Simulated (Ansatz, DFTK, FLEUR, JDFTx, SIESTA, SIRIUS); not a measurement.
**One calculation of LiF, 6 ways**

```xyz
2
Lattice="0.0000 2.0140 2.0140 2.0140 0.0000 2.0140 2.0140 2.0140 0.0000" Properties=species:S:1:pos:R:3 pbc="T T T"
F     2.0140    2.0140    2.0140
Li    0.0000    0.0000    0.0000
```

Alike in all runs: task equation of state; functional PBEsol; k mesh 11 × 11 × 11; occupations fermi-dirac, width 0.05 eV; no spin polarisation; no spin-orbit coupling.

| program and potentials | plane-wave cutoff (eV) | notes | equilibrium volume (Å³/atom) | bulk modulus (GPa) |
| --- | --- | --- | --- | --- |
| JDFTx, PseudoDojo-SR-PBEsol-0.4.1-standard with smoothed tails | 1143 | - | 8.01 | 73.0 |
| FLEUR, all-electron, FLAPW | - | - | 8.02 | 75.1 |
| Ansatz, all-electron LAPW, scalar-relativistic | - | - | 8.03 | 72.4 |
| SIRIUS, all-electron FP-LAPW, apw+lo standard | - | - | 8.01 | 72.4 |
| SIESTA, files PseudoDojo sr-pbesol-0.4.1-standard, DZP (energy shift 0.003 Ry; two zetas on semicore shells) | - | atomic basis | 8.07 | 72.4 |
| DFTK, PseudoDojo SR PBEsol 0.4.1 standard (PBEsol) | 1143 | - | 8.01 | 73.0 |

The equilibrium volume spans 8.01 (SIRIUS, all-electron FP-LAPW, apw+lo standard) to 8.07 Å³/atom (SIESTA, files PseudoDojo sr-pbesol-0.4.1-standard, DZP (energy shift 0.003 Ry; two zetas on semicore shells)), with all-electron results at 8.01 to 8.03. The bulk modulus spans 72.4 (SIRIUS, all-electron FP-LAPW, apw+lo standard) to 75.1 GPa (FLEUR, all-electron, FLAPW), with all-electron results at 72.4 to 75.1. Rows in atomic bases carry the error of their basis and grid, which can be large.

The functional is the same throughout but for its coding, so the spread measures potentials, basis and numerics; runs on potential files found faulty are left out.
